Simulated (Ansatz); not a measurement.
# CuO: the cost of one run

Program: Ansatz 0.2.0. Level of theory: DFT PBEsol+U (U_eff = 3 eV on Cu d), plane waves, PAW. These are calculated values, not measurements.

### 1 The structure to begin with

Symmetry: Cc, No. 9, monoclinic system. The conventional cell has a = 4.689 Å, b = 3.427 Å, c = 5.132 Å, α = 90.00°, β = 99.65°, γ = 90.00°. Around Cu (site symmetry 1) lie 4 O at 1.91 to 2.02 Å. O (site symmetry 1) has 4 Cu at 1.91 to 2.02 Å as nearest neighbours.

As a file:

```cif
data_structure
_symmetry_space_group_name_H-M 'Cc'
_symmetry_Int_Tables_number 9
_cell_length_a 4.6893
_cell_length_b 3.4268
_cell_length_c 5.1321
_cell_angle_alpha 90.000
_cell_angle_beta 99.653
_cell_angle_gamma 90.000
_cell_volume 81.30
loop_
_atom_site_label
_atom_site_type_symbol
_atom_site_symmetry_multiplicity
_atom_site_Wyckoff_symbol
_atom_site_fract_x
_atom_site_fract_y
_atom_site_fract_z
_atom_site_occupancy
Cu1 Cu 4 a 0.75000 0.74680 0.00000 1
O1 O 4 a 0.98850 0.41710 0.25370 1
```

Magnetic order typed: antiferromagnetic, doubled cell 0 1/2 1/2.

### 2 From atoms, symmetry kept, no search

Contents of input.yaml:

```yaml
crystal:
  lattice:
    - [2.34464976, -1.71339982, 0.0]
    - [1.48409985, 1.71339982, 5.05943948]
    - [-1.72109982, 0.0, 10.11887896]
  atoms:
    - { symbol: Cu, position: [0.0032, 0.4968, 0.7516], spin: 1.0 }
    - { symbol: Cu, position: [0.4968, 0.0032, 0.2484], spin: 1.0 }
    - { symbol: O, position: [0.5714, 0.4056, 0.92405] }
    - { symbol: O, position: [0.4056, 0.5714, 0.09115] }
    - { symbol: Cu, position: [0.0032, 0.4968, 0.2516], spin: -1.0 }
    - { symbol: Cu, position: [0.4968, 0.0032, 0.7484], spin: -1.0 }
    - { symbol: O, position: [0.5714, 0.4056, 0.42405] }
    - { symbol: O, position: [0.4056, 0.5714, 0.59115] }
basis:
  ecutwfc: 420
  ecutrho_ratio: 4
kpoints:
  mp_grid: { grid: [7, 7, 4] }
hamiltonian:
  xc: pbesol
  hubbard:
    sites:
      - { site: 0, l: d, u_eff: 3.0 }
      - { site: 1, l: d, u_eff: 3.0 }
      - { site: 4, l: d, u_eff: 3.0 }
      - { site: 5, l: d, u_eff: 3.0 }
scf:
  occupations: { method: gaussian, width: 0.05 }
  lower_state_search: "off"
  max_iter: 150
output:
  forces: true
  stress: true
  eigenvalues: true
  populations: true
  hubbard:
    sites:
      - { site: 0, l: d }
      - { site: 1, l: d }
      - { site: 4, l: d }
      - { site: 5, l: d }
magnetization:
  spin_polarized: true
```

The run is started by

```sh
$ ansatz run input.yaml --threads 4 --pin off --max-ram 6144MiB --backend cpu --events-out ev --progress --plain --runs-dir out
```

Q: Estimate wall time and peak memory on 4 threads of Arm Neoverse V1, shared host.

About 3.4 min, with a peak of 1 GiB.
